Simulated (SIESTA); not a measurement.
Ge:

```
Ge
1.0
     0.00000    2.82891    2.82891
     2.82891    0.00000    2.82891
     2.82891    2.82891    0.00000
Ge
2
Cartesian
  4.2434 4.2434 4.2434
  2.8289 2.8289 2.8289
```

Base run:

| Quantity | Value |
| --- | --- |
| Program | SIESTA 5.4.2 |
| Functional | PBEsol |
| Potentials or basis | PseudoDojo 0.4 standard (PBEsol files) |
| Basis | DZP (energy shift 0.003 Ry; two zetas on semicore shells) |
| Grid cutoff | 800 Ry |
| Energy shift | 0.003 Ry |
| k mesh | 8 × 8 × 8 |
| Occupations | fermi-dirac, width 0.05 eV |
| Spin | no spin polarisation |

Its results: band gap on the k mesh none (metal or under the smearing width); pressure 1.8 GPa.

Task: The run is repeated on the same cell with these changes: functional from PBEsol to PBE; potentials or basis from PseudoDojo 0.4 standard (PBEsol files) to PseudoDojo 0.4 standard (PBE files). What comes out?

Result: Band gap on the k mesh 0.07 eV, direct; pressure 5.1 GPa.

Caveats: the basis of atomic orbitals isn't converged, which shifts pressures, moduli and gaps.
